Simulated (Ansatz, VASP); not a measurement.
**HgTe in VASP and in Ansatz**

```
Hg Te
1.0
     0.00000    3.02040    3.02040
     3.02040    0.00000    3.02040
     3.02040    3.02040    0.00000
Hg Te
1 1
Direct
  0.00000 0.00000 0.00000
  0.50000 0.50000 0.50000
```

Measurements of this composition are mostly on another form, of space group No. 216.

Alike in both runs: task single point; functional PBEsol; k mesh 6 × 6 × 6; occupations fermi-dirac, width 0.02 eV; no spin polarisation.

|  | VASP | Ansatz |
| --- | --- | --- |
| version | VASP 6.6.1 | Ansatz 0.2.0 |
| potentials or method | VASP PAW PBE potentials, release 64 (Hg, Te) | plane waves, PAW |
| plane-wave cutoff (eV) | 520 | 420 |
| valence electrons in the cell | 18 | 36 |

|  | VASP | Ansatz | Ansatz less VASP |
| --- | --- | --- | --- |
| pressure (GPa) | -0.9 | -1.1 | -0.19 |

The functional is the same, so the differences come from potentials, cutoffs and numerics. The two sets of potentials don't hold the same shells in valence.

Caveats: the PAW data sets were made with another functional, which shifts forces and pressure a little (VASP). The runs have no spin-orbit coupling, so splittings on Hg, Te are missing.
